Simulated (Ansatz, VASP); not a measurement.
**Two plane-wave programs on C**

```xyz
2
Lattice="0.0000 2.2148 3.2338 1.2239 0.0000 3.2338 1.2239 2.2148 0.0000" Properties=species:S:1:pos:R:3 pbc="T T T"
C     1.2239    0.7070    3.2338
C     1.2239    3.7226    3.2338
```

Alike in both runs: task single point; functional PBEsol; k mesh 14 × 14 × 14; occupations gaussian, width 0.02 eV; no spin polarisation.

```csv
,VASP,Ansatz
version,VASP 6.6.1,Ansatz 0.2.0
potentials or method,"VASP PAW PBE potentials, release 64 (C)","scalar-relativistic, plane waves, PAW"
plane-wave cutoff (eV),520,420
valence electrons in the cell,8,8
```

|  | VASP | Ansatz | Ansatz less VASP |
| --- | --- | --- | --- |
| gap on the k mesh at the Fermi level (eV) | none | none | - |
| pressure (GPa) | -12.4 | -13.0 | -0.63 |
| largest component of the traceless stress (GPa) | 23.23 | 23.66 | +0.434 |
| rms of the force components (eV/Å) | 1.557 | 1.557 | 0.0000 |

Atom by atom the forces differ by 0.000 eV/Å (rms over components). A gap of «none» marks a metal or a gap that the smearing closes. The functional is the same, so the differences come from potentials, cutoffs and numerics.

Caveats: the PAW data sets were made with another functional, which shifts forces and pressure a little (VASP).
